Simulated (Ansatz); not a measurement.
Crystal: NiO2.

```xyz
3
Lattice="1.4021 0.8095 6.9743 -1.4021 0.8095 6.9743 0.0000 -1.6190 6.9743" Properties=species:S:1:pos:R:3 pbc="T T T"
Ni    0.0000    0.0000    0.0000
O     0.0000    0.0000    7.9254
O     0.0000    0.0000   12.9975
```

The cell comes from a database or a generator and needn't be the stable form of this composition.

Base run:

| Property | Result |
| --- | --- |
| Program | Ansatz 0.2.0 |
| Functional | LDA |
| Potentials or basis | Ansatz PAW |
| Cutoff | 420 eV (not typed: the program's choice for these potentials) |
| k mesh | 11 × 11 × 11 |
| Occupations | fermi-dirac, width 0.05 eV |
| Spin | collinear spin, ferromagnetic start |
| Starting moments | [1.0, 0.0, 0.0] μB |

Its results: band gap on the k mesh 1.19 eV, indirect (least direct gap 1.46 eV); pressure -7.9 GPa; net moment 0.00 μB per cell; largest force 0.975 eV/Å.

Q: The run is repeated on the same cell with these changes: functional from LDA to r2SCAN; cutoff from 420 eV (not typed: the program's choice for these potentials) to 500 eV (not typed: the program's choice for these potentials). What comes out?

A: Band gap on the k mesh 1.77 eV, indirect (least direct gap 2.02 eV); pressure -4.3 GPa; net moment 0.00 μB per cell; largest force 0.466 eV/Å.

r2SCAN gives the wider gap, since meta-GGAs in the generalised Kohn-Sham scheme recover part of the derivative discontinuity.

Caveats: the PAW data sets come from PBE, with cores solved anew for the run's functional, which leaves a small shift of forces and pressure; the starting moments weren't kept; the magnetic or orbital state may not be the lowest (some runs).
